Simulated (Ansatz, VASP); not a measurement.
Sb in VASP and in Ansatz

```
Sb
1.0
     3.06376    0.00000    0.01267
     0.00000    4.32561    0.00000
    -0.02031    0.00000    4.32640
Sb
2
Direct
  0.99993 0.75000 0.74998
  0.00007 0.25000 0.25002
```

Alike in both runs: task single point; functional r2SCAN; k mesh 14 × 10 × 10; occupations gaussian, width 0.1 eV; no spin polarisation.

|  | VASP | Ansatz |
| --- | --- | --- |
| version | VASP 6.6.1 | Ansatz 0.2.0 |
| potentials or method | VASP PAW PBE potentials, release 64 (Sb) | scalar-relativistic, plane waves, PAW |
| plane-wave cutoff (eV) | 520 | 500 |
| valence electrons in the cell | 10 | 30 |

|  | VASP | Ansatz | Ansatz less VASP |
| --- | --- | --- | --- |
| gap on the k mesh at the Fermi level (eV) | none | none | - |
| pressure (GPa) | 1.6 | 1.5 | -0.06 |
| largest component of the traceless stress (GPa) | 0.06 | 0.06 | +0.002 |

A gap of «none» marks a metal or a gap that the smearing closes. The two sets of potentials don't hold the same shells in valence.

Caveats: the PAW data sets were made with another functional, which shifts forces and pressure a little (VASP). Spin-orbit coupling is left out, which matters for the levels of Sb.
